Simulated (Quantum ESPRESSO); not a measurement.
## TiC in Quantum ESPRESSO: the effect of functional

The system is TiC.

```xyz
2
Lattice="0.0000 2.1657 2.1657 2.1657 0.0000 2.1657 2.1657 2.1657 0.0000" Properties=species:S:1:pos:R:3 pbc="T T T"
Ti    0.0000    0.0000    0.0000
C     2.1657    2.1657    2.1657
```

The cell is a database's computed one.

Alike in all runs:

- Program: Quantum ESPRESSO 7.5
- Task: phonons
- Cutoff: 1143 eV
- Density cutoff: 4572 eV
- k mesh: 11 × 11 × 11
- Occupations: cold, width 0.2 eV
- Spin: no spin polarisation

Each run relaxes the cell or the atoms first.

**Question.** One run gave: relaxed volume 9.68 Å³/atom; highest phonon frequency 551 cm⁻¹. Which functional did it use?
A. RPBE
B. PW91
C. LDA
D. PBEsol
E. WC

**Answer.** C.

| functional | potentials or basis | relaxed volume (Å³/atom) | highest phonon frequency (cm⁻¹) |
| --- | --- | --- | --- |
| LDA | PseudoDojo 0.4.1 SR LDA standard | 9.68 | 551 |
| PBEsol | PseudoDojo 0.4.1 SR PBEsol standard | 9.90 | 538 |
| RPBE | PseudoDojo 0.4.1 SR PBE standard | 10.32 | 490 |
| PW91 | PseudoDojo 0.4.1 SR PBE standard | 10.18 | 503 |
| WC | PseudoDojo 0.4.1 SR PBE standard | 9.94 | 532 |
| vdW-DF-cx | PseudoDojo 0.4.1 SR PBE standard | 9.97 | 532 |

Caveats: the potentials were made for another functional, which shifts forces and pressure (some runs).

Runs at the PBE level aren't shown here.
